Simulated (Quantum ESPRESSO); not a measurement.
The F K edge of atom 1 in LiF (Griceite, Fm-3m), with 6 Li at 2.01 Å (octahedral, site symmetry m-3m), was computed in 2 ways: full core hole (charged cell) and no core hole. Program and functional: Quantum ESPRESSO XSpectra, PBE, Lorentzian half width 0.3 eV up to 4 eV, rising linearly to 2.5 eV at 25 eV; cells of 2 and 16 atoms (the run without a hole in the smaller).

Each run is counted from its own lowest empty level or Fermi level and scaled to a mean of 1 over its first 20 eV. (XSpectra's own axis starts at xe0, in the gap; it has been shifted.)

| E (eV) | run 1 | run 2 |
| --- | --- | --- |
| -2.0 | 0.03 | 0.04 |
| -1.0 | 0.05 | 0.06 |
| 0.0 | 0.11 | 0.12 |
| 1.0 | 0.33 | 0.36 |
| 2.0 | 0.72 | 0.95 |
| 3.0 | 1.07 | 2.12 |
| 4.0 | 1.33 | 2.33 |
| 5.0 | 1.65 | 2.36 |
| 6.0 | 2.17 | 2.18 |
| 7.0 | 2.17 | 1.66 |
| 8.0 | 1.64 | 1.22 |
| 9.0 | 1.45 | 0.98 |
| 10.0 | 1.56 | 0.95 |
| 11.0 | 1.37 | 0.95 |
| 12.0 | 0.98 | 0.74 |
| 13.0 | 0.71 | 0.54 |
| 14.0 | 0.55 | 0.44 |
| 15.0 | 0.46 | 0.39 |
| 16.0 | 0.41 | 0.36 |
| 17.0 | 0.39 | 0.36 |
| 18.0 | 0.39 | 0.37 |
| 19.0 | 0.41 | 0.41 |
| 20.0 | 0.45 | 0.48 |
| 21.0 | 0.49 | 0.56 |
| 22.0 | 0.54 | 0.65 |
| 23.0 | 0.58 | 0.75 |
| 24.0 | 0.65 | 0.85 |
| 25.0 | 0.75 | 0.98 |
| 26.0 | 0.87 | 1.09 |
| 27.0 | 0.95 | 1.12 |
| 28.0 | 0.95 | 1.05 |
| 29.0 | 0.85 | 0.91 |
| 30.0 | 0.72 | 0.76 |
| 31.0 | 0.62 | 0.64 |
| 32.0 | 0.57 | 0.57 |

Question: Which run is which?

Run 1: no core hole (area from −2 to 6 eV 6.3, main maxima 6.6 eV (2.28) and 10.2 eV (1.56)). Run 2: full core hole (charged cell) (area from −2 to 6 eV 9.5, main maxima 5.4 eV (2.39)). With each curve scaled to its own mean, the area from −2 to 6 eV with the hole is 9.5 against 6.3, and the centre of weight from −1 to 20 eV moves by -1.0 eV: the hole pulls the absorber's empty states down.

[Hosts, paths, dates, database ids (printed as entryN), source tags and the programs' standing remarks are cut or masked in the printed files.]

[Lists of maxima count a maximum above −3 eV only where it reaches 4 % of the highest in the window and stands out from its surroundings by 2 % of it (1.5 % where it reaches 55 %); shoulders and weaker maxima are passed over, and of the rest the first, up to two pre-edge ones and the few strongest are named.]
